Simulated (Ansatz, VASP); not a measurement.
**Pt: VASP beside Ansatz**

```
Pt
1.0
    -0.01958    1.94811    1.94811
     1.94811   -0.01958    1.94811
     1.94811    1.94811   -0.01958
Pt
1
Direct
  0.00000 0.00000 0.00000
```

Change from the starting cell: equal xy, yz and zx shear strains of -1 %, crystal datasets.

Alike in both runs: task electric field gradients; functional PBE; k mesh 18 × 18 × 18; occupations fermi-dirac, width 0.03 eV; no spin polarisation.

```csv
,VASP,Ansatz
version,VASP 6.6.1,Ansatz 0.2.0
potentials or method,"VASP PAW PBE potentials, release 64 (Pt), cutoff 520 eV","all-electron PAW with datasets made for the crystal, scalar-relativistic"
```

```csv
,VASP,Ansatz,Ansatz less VASP
pressure (GPa),11.0,11.5,+0.51
largest component of the traceless stress (GPa),0.78,0.77,-0.013
Vzz of the field gradient on the site that differs most (V/Å²),-2.5,8.4,+10.93
```

Ansatz ran all-electron here, so the differences hold the error of VASP's frozen core and of both bases. Ansatz warned: «gradients_without_spin_orbit».

Spin-orbit coupling is left out, which matters for the levels of Pt.
